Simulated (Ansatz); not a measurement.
# FeO: do energies and stresses tell the same story?

The calculation used DFT PBE, scalar-relativistic, plane waves, PAW (Ansatz).

Cutoff 420 eV; k points 16×16×16 on the computed 2-atom cell (Γ-centred); Gaussian smearing, width 0.10 eV; collinear spin from starting moments 3.79 0.35 μB.

Relaxed cell: Fm-3m, a = 4.309 Å, b = 4.309 Å, c = 4.309 Å, α = 90.00°, β = 90.00°, γ = 90.00°, 2 atoms in the primitive cell.

Energies at zero smearing and pressures from the stress tensor, at volumes with shape and atoms relaxed:
| V (Å³/atom) | E − E(first) (meV/atom) | P (GPa) |
| --- | --- | --- |
| 8.800 | 0.00 | 30.01 |
| 9.100 | -48.67 | 21.44 |
| 9.400 | -80.97 | 13.17 |
| 9.700 | -98.72 | 6.04 |
| 10.000 | -104.11 | -0.01 |
| 10.300 | -99.08 | -5.13 |
| 10.600 | -85.23 | -9.44 |
| 11.000 | -55.44 | -14.16 |

Check P = −dE/dV between neighbouring volumes, and get the bulk modulus from the pressures alone.

With 1 eV/Å³ = 160.2 GPa:
```
middle V (Å³/atom)  −ΔE/ΔV (GPa) mean P (GPa)
             8.950        25.993        25.727
             9.250        17.252        17.306
             9.550         9.478         9.605
             9.850         2.880         3.015
            10.150        -2.686        -2.570
            10.450        -7.400        -7.287
            10.800       -11.930       -11.804
```

The two differ by 0.27 GPa at most. The mean of two end pressures misses the average over a step by about ΔV² P″/12, up to 0.13 GPa here; with that taken off 0.34 GPa remains. The stress is the derivative of the free energy, not of the energy at zero smearing, and with free energies 0.11 GPa remains. Around V = 10.000 Å³/atom, the two neighbours give B = −V ΔP/ΔV = 10.000 × 11.17 / 0.600 = 186.1 GPa, against B0 = 184.8 GPa from the Birch–Murnaghan fit of the energies.

The cell holds one magnetic atom, so it can only be ferromagnetic; an antiferromagnetic order may lie lower.

Only this magnetic start was tried.